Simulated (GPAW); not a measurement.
A run of GPAW 26.7.0:

File run.py:

```python
from ase import Atoms
from ase.calculators.mixing import SumCalculator
from ase.filters import FrechetCellFilter
from ase.io import write
from ase.optimize import BFGS
from dftd4.ase import DFTD4
from gpaw import GPAW, PW, setup_paths

setup_paths.insert(0, '.')

atoms = Atoms(['Au'],
              cell=[[-1.657269, 1.657269, 1.657269],
                    [1.657269, -1.657269, 1.657269],
                    [1.657269, 1.657269, -1.657269]],
              scaled_positions=[[0.0, 0.0, 0.0]],
              pbc=True)

calc = GPAW(mode=PW(600),
            xc='PBEsol',
            kpts={'size': (11, 11, 11), 'gamma': True},
            occupations={'name': 'fermi-dirac', 'width': 0.05},
            nbands=14,
            convergence={'density': 1e-05, 'forces': 0.0001},
            maxiter=150,
            txt='gpaw.txt')
atoms.calc = SumCalculator([calc, DFTD4(method='pbesol')])
opt = BFGS(FrechetCellFilter(atoms), trajectory='relax.traj', logfile='-')
done = opt.run(fmax=0.02, steps=60)
calc.write('gs.gpw')
write('result.traj', atoms)
print('Converged:', done)
print('Cell:', atoms.cell.cellpar().round(4))
print('Volume:', round(atoms.get_volume(), 4))
print(atoms.get_scaled_positions().round(5))
```

Potentials or basis: PAW data sets generated in the run's folder for this functional, pw.

Command:

```console
$ gpaw-setup -f PBEsol Au
$ OMP_NUM_THREADS=1 python run.py
```

Hardware: 1 thread of Arm Neoverse V1 (shared host).

Estimate the wall time of this run.

It took 38 s on 1 thread of Arm Neoverse V1 (shared host), peak memory 0.16 GiB. Counts: scf iterations 34, plane waves 621, bands 14, k points 56, ion steps 4.
